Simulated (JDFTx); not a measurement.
# C (Fd-3m) in JDFTx: notebook

The runs below take C through band structure, with LDA, PBEsol, r2SCAN.

Program: JDFTx 1.7.0 (patched build). These are calculated values, not measurements. Logs are shortened: lines on timing, memory, paths and dates and some standing lists are left out, and cuts for length are marked. The log counts tension as positive stress, the text compression.

### 1 The crystal as given

The structure is cubic, space group Fd-3m (No. 227). The conventional cell has a = 3.567 Å, b = 3.567 Å, c = 3.567 Å, α = 90.00°, β = 90.00°, γ = 90.00°. C (site symmetry -43m) has 4 C at 1.54 Å as nearest neighbours.

This isn't the form of C at room conditions, which is graphite.

### 2 Band structure, LDA

File bands.in:

```
lattice \
    0.0000000000     3.3700808789     3.3700808789 \
    3.3700808789     0.0000000000     3.3700808789 \
    3.3700808789     3.3700808789     0.0000000000
coords-type Lattice
ion C      0.7500000000     0.7500000000     0.7500000000 1
ion C      0.5000000000     0.5000000000     0.5000000000 1

ion-species pseudo/C.upf
elec-cutoff 50 400
elec-ex-corr lda-PW
elec-smearing Fermi 0.0018374661
elec-n-bands 9
electronic-minimize nIterations 30 energyDiffThreshold 1e-06
davidson-band-ratio 1.3
forces-output-coords Cartesian
include path.kpoints
symmetries none
fix-electron-density run.$VAR

dump-name bands.$VAR
dump End Ecomponents EigStats BandEigs Kpoints Forces
```

File path.kpoints:

```
kpoint +0.0000000000 +0.0000000000 +0.0000000000 0.020000000000
kpoint +0.0714285714 +0.0000000000 +0.0714285714 0.020000000000
kpoint +0.1428571429 +0.0000000000 +0.1428571429 0.020000000000
kpoint +0.2142857143 +0.0000000000 +0.2142857143 0.020000000000
kpoint +0.2857142857 +0.0000000000 +0.2857142857 0.020000000000
kpoint +0.3571428571 +0.0000000000 +0.3571428571 0.020000000000
kpoint +0.4285714286 +0.0000000000 +0.4285714286 0.020000000000
kpoint +0.5000000000 +0.0000000000 +0.5000000000 0.020000000000
kpoint +0.5000000000 +0.0833333333 +0.5833333333 0.020000000000
kpoint +0.5000000000 +0.1666666667 +0.6666666667 0.020000000000
kpoint +0.5000000000 +0.2500000000 +0.7500000000 0.020000000000
kpoint +0.4375000000 +0.3125000000 +0.7500000000 0.020000000000
kpoint +0.3750000000 +0.3750000000 +0.7500000000 0.020000000000
kpoint +0.3281250000 +0.3281250000 +0.6562500000 0.020000000000
kpoint +0.2812500000 +0.2812500000 +0.5625000000 0.020000000000
kpoint +0.2343750000 +0.2343750000 +0.4687500000 0.020000000000
kpoint +0.1875000000 +0.1875000000 +0.3750000000 0.020000000000
kpoint +0.1406250000 +0.1406250000 +0.2812500000 0.020000000000
kpoint +0.0937500000 +0.0937500000 +0.1875000000 0.020000000000
kpoint +0.0468750000 +0.0468750000 +0.0937500000 0.020000000000
kpoint +0.0000000000 +0.0000000000 +0.0000000000 0.020000000000
kpoint +0.0833333333 +0.0833333333 +0.0833333333 0.020000000000
kpoint +0.1666666667 +0.1666666667 +0.1666666667 0.020000000000
kpoint +0.2500000000 +0.2500000000 +0.2500000000 0.020000000000
kpoint +0.3333333333 +0.3333333333 +0.3333333333 0.020000000000
kpoint +0.4166666667 +0.4166666667 +0.4166666667 0.020000000000
kpoint +0.5000000000 +0.5000000000 +0.5000000000 0.020000000000
kpoint +0.5250000000 +0.4500000000 +0.5250000000 0.020000000000
kpoint +0.5500000000 +0.4000000000 +0.5500000000 0.020000000000
kpoint +0.5750000000 +0.3500000000 +0.5750000000 0.020000000000
kpoint +0.6000000000 +0.3000000000 +0.6000000000 0.020000000000
kpoint +0.6250000000 +0.2500000000 +0.6250000000 0.020000000000
kpoint +0.5625000000 +0.2500000000 +0.6875000000 0.020000000000
kpoint +0.5000000000 +0.2500000000 +0.7500000000 0.020000000000
kpoint +0.5000000000 +0.2916666667 +0.7083333333 0.020000000000
kpoint +0.5000000000 +0.3333333333 +0.6666666667 0.020000000000
kpoint +0.5000000000 +0.3750000000 +0.6250000000 0.020000000000
kpoint +0.5000000000 +0.4166666667 +0.5833333333 0.020000000000
kpoint +0.5000000000 +0.4583333333 +0.5416666667 0.020000000000
kpoint +0.5000000000 +0.5000000000 +0.5000000000 0.020000000000
kpoint +0.4791666667 +0.4791666667 +0.5416666667 0.020000000000
kpoint +0.4583333333 +0.4583333333 +0.5833333333 0.020000000000
kpoint +0.4375000000 +0.4375000000 +0.6250000000 0.020000000000
kpoint +0.4166666667 +0.4166666667 +0.6666666667 0.020000000000
kpoint +0.3958333333 +0.3958333333 +0.7083333333 0.020000000000
kpoint +0.3750000000 +0.3750000000 +0.7500000000 0.020000000000
kpoint +0.6250000000 +0.2500000000 +0.6250000000 0.020000000000
kpoint +0.5833333333 +0.1666666667 +0.5833333333 0.020000000000
kpoint +0.5416666667 +0.0833333333 +0.5416666667 0.020000000000
kpoint +0.5000000000 +0.0000000000 +0.5000000000 0.020000000000
```

Potentials or basis: SG15-PBE-1.2 with smoothed tails.

The run is started by

```
$ jdftx -c 1 -i bands.in -o bands.out
```

Log:

```text
*************** JDFTx 1.7.0 (patched build) ***************

Input parsed successfully to the following command list (including defaults):
[... the input with its defaults ...]

---------- Initializing the Grid ----------
R =
[            0      3.37008      3.37008  ]
[      3.37008            0      3.37008  ]
[      3.37008      3.37008            0  ]
unit cell volume = 76.551
G =
[  -0.932201   0.932201   0.932201  ]
[   0.932201  -0.932201   0.932201  ]
[   0.932201   0.932201  -0.932201  ]
Minimum fftbox size, Smin = [  44  44  44  ]
Chosen fftbox size, S = [  48  48  48  ]

---------- Initializing tighter grid for wavefunction operations ----------
R =
[            0      3.37008      3.37008  ]
[      3.37008            0      3.37008  ]
[      3.37008      3.37008            0  ]
unit cell volume = 76.551
G =
[  -0.932201   0.932201   0.932201  ]
[   0.932201  -0.932201   0.932201  ]
[   0.932201   0.932201  -0.932201  ]
Minimum fftbox size, Smin = [  32  32  32  ]
Chosen fftbox size, S = [  32  32  32  ]

---------- Exchange Correlation functional ----------
Initalized Slater LDA exchange.
Initalized Perdew-Wang LDA correlation.

---------- Setting up pseudopotentials ----------
Width of ionic core gaussian charges (only for fluid interactions / plotting) set to 0

Reading pseudopotential file 'pseudo/C.upf':
  'C' pseudopotential, 'PBE' functional
  WARNING: this pseudopotential is for another kind of functional than that of the calculation, 'lda-PW'.
  Generated using ONCVPSP code by D. R. Hamann
  4 valence electrons, 0 orbitals, 4 projectors, 602 radial grid points, with lMax = 1
  Core radius for overlap checks: 1.23 bohrs.

Initialized 1 species with 2 total atoms.

Folded 50 k-points by 1x1x1 to 50 k-points.

---------- Setting up k-points, bands, fillings ----------
No reducable k-points.
Computing the number of bands and number of electrons
Calculating initial fillings.
nElectrons:   8.000000   nBands: 9   nStates: 50

----- Setting up reduced wavefunction bases (one per k-point) -----
average nbasis = 1292.220 , ideal nbasis = 1292.707

---------- Setting up ewald sum ----------
Optimum gaussian width for ewald sums = 1.530632 bohr.
Real space sum over 1331 unit cells with max indices [  5  5  5  ]
Reciprocal space sum over 2197 terms with max indices [  6  6  6  ]

---------- Allocating electronic variables ----------
Reading n from file 'run.n' ... done
Initializing wave functions:  (No orbitals for LCAO)  bandwidth-limited random numbers

----------- Band structure minimization -------------
Minimization will be done independently for each quantum number.

---- Minimization of quantum number:     0  [ +0.0000000 +0.0000000 +0.0000000 ]  0.040000000 ----
BandDavidson: Iter:   0  Eband: +0.341920623046433
BandDavidson: Iter:   1  Eband: +0.240104698488249  dEband: -1.018159e-01
BandDavidson: Iter:   2  Eband: +0.219674808002793  dEband: -2.042989e-02
BandDavidson: Iter:   3  Eband: +0.217015504757557  dEband: -2.659303e-03
[... 654 lines of inner loops ...]
BandDavidson: Iter:   9  Eband: +0.216616449240840  dEband: -1.974657e-06
BandDavidson: Iter:  10  Eband: +0.216616002578117  dEband: -4.466627e-07
BandDavidson: Converged (dEband<1.000000e-06)
	FillingsUpdate:  mu: +0.548762111  nElectrons: 8.000000

Dumping 'bands.eigStats' ...
	eMin: -0.302433 at state 0 ( [ +0.000000 +0.000000 +0.000000 ] spin 0 )
	HOMO: +0.490622 at state 20 ( [ +0.000000 +0.000000 +0.000000 ] spin 0 )
	mu  : +0.548762
	LUMO: +0.635704 at state 5 ( [ +0.357143 +0.000000 +0.357143 ] spin 0 )
	eMax: +1.334600 at state 49 ( [ +0.500000 +0.000000 +0.500000 ] spin 0 )
	HOMO-LUMO gap: +0.145082
	Optical gap  : +0.203268 at state 20 ( [ +0.000000 +0.000000 +0.000000 ] spin 0 )
Done!
[note: mu, HOMO and LUMO in a band run belong to the points of the path alone and aren't those of the crystal]
```

Run time: 2.8 s. Hardware: 1 thread of Intel Xeon 6975P-C (Granite Rapids), shared host; peak memory 0.09 GiB.

What came out:

```
Band gap along the path : 3.95 eV, indirect (least direct gap 5.53 eV)
```

Levels at the corners of the path, in eV from the valence-band top:
```
point  band 1  band 2  band 3  band 4  band 5  band 6  band 7
    Γ  -21.58    0.00    0.00    0.00    5.53    5.53    5.53
    X  -12.81  -12.81   -6.35   -6.35    4.53    4.53   16.76
    W  -11.99  -11.99   -8.45   -8.45   10.40   10.40   12.27
    K  -12.99  -11.78   -9.46   -5.41    5.46   10.58   14.32
    Γ  -21.58    0.00    0.00    0.00    5.53    5.53    5.53
    L  -15.73  -13.51   -2.81   -2.81    8.37    8.37    8.78
    U  -12.99  -11.78   -9.46   -5.41    5.46   10.58   14.32
    W  -11.99  -11.99   -8.45   -8.45   10.40   10.40   12.27
    L  -15.73  -13.51   -2.81   -2.81    8.37    8.37    8.78
    K  -12.99  -11.78   -9.46   -5.41    5.46   10.58   14.32
    U  -12.99  -11.78   -9.46   -5.41    5.46   10.58   14.32
    X  -12.81  -12.81   -6.35   -6.35    4.53    4.53   16.76
```

Caveat: the potentials were made for another functional, which shifts forces and pressure.

### 3 Band structure, PBEsol

bands.in: that of step 2 with these lines changed.

```diff
@@ -10,3 +10,3 @@
 elec-cutoff 50 400
-elec-ex-corr lda-PW
+elec-ex-corr gga-PBEsol
 elec-smearing Fermi 0.0018374661
```

path.kpoints is that of step 2.

Potentials or basis: SG15-PBE-1.2 with smoothed tails.

The run is started by

```
$ jdftx -c 1 -i bands.in -o bands.out
```

Run time: 2.9 s. Hardware: 1 thread of Intel Xeon 6975P-C (Granite Rapids), shared host; peak memory 0.09 GiB.

Results (log left out):

```
Band gap along the path : 4.00 eV, indirect (least direct gap 5.54 eV)
```

Levels at the corners of the path, in eV from the valence-band top:
```
point  band 1  band 2  band 3  band 4  band 5  band 6  band 7
    Γ  -21.55    0.00    0.00    0.00    5.54    5.54    5.54
    X  -12.80  -12.80   -6.34   -6.34    4.59    4.59   16.75
    W  -11.98  -11.98   -8.42   -8.42   10.46   10.46   12.28
    K  -12.98  -11.76   -9.43   -5.40    5.52   10.62   14.32
    Γ  -21.55    0.00    0.00    0.00    5.54    5.54    5.54
    L  -15.72  -13.48   -2.81   -2.81    8.38    8.38    8.81
    U  -12.98  -11.76   -9.43   -5.40    5.52   10.62   14.31
    W  -11.98  -11.98   -8.42   -8.42   10.46   10.46   12.28
    L  -15.72  -13.48   -2.81   -2.81    8.38    8.38    8.81
    K  -12.98  -11.76   -9.43   -5.40    5.52   10.62   14.32
    U  -12.98  -11.76   -9.43   -5.40    5.52   10.62   14.31
    X  -12.80  -12.80   -6.34   -6.34    4.59    4.59   16.75
```

Caveat: the potentials were made for another functional, which shifts forces and pressure.

### 4 Band structure, r2SCAN

bands.in: that of step 3 with these lines changed.

```diff
@@ -10,3 +10,3 @@
 elec-cutoff 50 400
-elec-ex-corr gga-PBEsol
+elec-ex-corr mgga-x-r2scan mgga-c-r2scan
 elec-smearing Fermi 0.0018374661
```

path.kpoints is that of step 3.

The run is started by

```
$ jdftx -c 1 -i bands.in -o bands.out
```

It took 7 s on 1 thread of Intel Xeon 6975P-C (Granite Rapids), shared host; peak memory 0.09 GiB.

It converged, with:

* Band gap along the path: 4.26 eV, indirect (least direct gap 5.85 eV)

Levels at the corners of the path, in eV from the valence-band top:
| point | band 2 | band 3 | band 4 | band 5 | band 6 | band 7 |
| --- | --- | --- | --- | --- | --- | --- |
| Γ | 0.00 | 0.00 | 0.00 | 5.85 | 5.85 | 5.85 |
| X | -13.70 | -6.67 | -6.67 | 4.93 | 4.93 | 17.90 |
| W | -12.94 | -8.72 | -8.72 | 11.28 | 11.28 | 12.81 |
| K | -12.60 | -9.75 | -5.68 | 5.90 | 11.27 | 15.24 |
| Γ | 0.00 | 0.00 | 0.00 | 5.85 | 5.85 | 5.85 |
| L | -14.09 | -2.98 | -2.98 | 8.89 | 8.90 | 8.90 |
| U | -12.60 | -9.75 | -5.68 | 5.90 | 11.27 | 15.24 |
| W | -12.94 | -8.72 | -8.72 | 11.28 | 11.28 | 12.81 |
| L | -14.09 | -2.98 | -2.98 | 8.89 | 8.90 | 8.90 |
| K | -12.60 | -9.75 | -5.68 | 5.90 | 11.27 | 15.24 |
| U | -12.60 | -9.75 | -5.68 | 5.90 | 11.27 | 15.24 |
| X | -13.70 | -6.67 | -6.67 | 4.93 | 4.93 | 17.90 |

Caveat: the potentials were made for another functional, which shifts forces and pressure.

### 5 Band structure, LDA

File bands.in:

```
lattice \
    0.0000000000     1.7833700000     1.7833700000 \
    1.7833700000     0.0000000000     1.7833700000 \
    1.7833700000     1.7833700000     0.0000000000
latt-scale 1.889726124626 1.889726124626 1.889726124626
coords-type Lattice
ion C      0.7500000000     0.7500000000     0.7500000000 1
ion C      0.5000000000     0.5000000000     0.5000000000 1

ion-species pseudo/C.upf
elec-cutoff 41 328
elec-ex-corr lda-PW
elec-smearing Fermi 0.0018374661
elec-n-bands 9
electronic-minimize nIterations 30 energyDiffThreshold 1e-06
davidson-band-ratio 1.3
forces-output-coords Cartesian
include path.kpoints
symmetries none
fix-electron-density run.$VAR

dump-name bands.$VAR
dump End Ecomponents EigStats BandEigs Kpoints Forces
```

path.kpoints is that of step 4.

Potentials or basis: PseudoDojo-SR-LDA-0.4.1-standard with smoothed tails.

The run is started by

```
$ jdftx -c 1 -i bands.in -o bands.out
```

Run time: 6.8 s. Hardware: 1 thread of Intel Xeon Platinum 8259CL at 2.50GHz (Skylake/Cascade Lake), shared host; peak memory 0.09 GiB.

The run converged. Its results:

- Band gap along the path: 4.14 eV, indirect (least direct gap 5.56 eV)

Levels at the corners of the path, in eV from the valence-band top:
```tsv
point	band 1	band 2	band 3	band 4	band 5
Γ	-21.35	0.00	0.00	0.00	5.56
X	-12.64	-12.64	-6.32	-6.32	4.76
W	-11.80	-11.80	-8.38	-8.38	10.49
K	-12.79	-11.61	-9.38	-5.38	5.67
Γ	-21.35	0.00	0.00	0.00	5.56
L	-15.51	-13.39	-2.81	-2.81	8.42
U	-12.79	-11.61	-9.38	-5.38	5.67
W	-11.80	-11.80	-8.38	-8.38	10.49
L	-15.51	-13.39	-2.81	-2.81	8.42
K	-12.79	-11.61	-9.38	-5.38	5.67
U	-12.79	-11.61	-9.38	-5.38	5.67
X	-12.64	-12.64	-6.32	-6.32	4.76
```

### 6 The reference run

An earlier run on the cell as given: functional PBEsol; potentials or basis PseudoDojo-SR-PBEsol-0.4.1-standard with smoothed tails; cutoff 1116 eV; density cutoff 8925 eV; k mesh 13 × 13 × 13; occupations fermi-dirac, width 0.05 eV; no spin polarisation.

- Pressure: -3.2 GPa
- Band gap on the k mesh: 4.05 eV, indirect (least direct gap 5.56 eV)
